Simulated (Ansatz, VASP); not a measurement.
**One calculation of Si2Ni, two programs**

```
CELL_PARAMETERS angstrom
0.00000 2.70300 2.70300
2.70300 0.00000 2.70300
2.70300 2.70300 0.00000
ATOMIC_POSITIONS crystal
Ni 0.00000 0.00000 0.00000
Si 0.75000 0.75000 0.75000
Si 0.25000 0.25000 0.25000
```

Alike in both runs: functional LDA; k mesh 5 × 5 × 5; occupations fermi-dirac, width 0.05 eV; collinear spin.

|  | VASP | Ansatz |
| --- | --- | --- |
| version | VASP 6.6.1 | Ansatz 0.2.0 |
| potentials or method | VASP PAW LDA potentials, release 64 (Ni, Si) | Ansatz PAW |
| plane-wave cutoff (eV) | 520 | 420 |
| valence electrons in the cell | 18 | 26 |
| task | single point | band structure |

```tsv
	VASP	Ansatz	Ansatz less VASP
gap on the k mesh at the Fermi level (eV)	none	none	-
pressure (GPa)	-4.0	-4.5	-0.47
net moment per atom (μB)	0.00	0.00	0.000
```

A gap of «none» marks a metal or a gap that the smearing closes. The two sets of potentials don't hold the same shells in valence.

Caveats: the k mesh is coarse (spacing up to 0.40 Å⁻¹), so the values aren't converged; the PAW data sets come from PBE, with cores solved anew for the run's functional, which leaves a small shift of forces and pressure (Ansatz); the starting moments weren't kept (Ansatz).
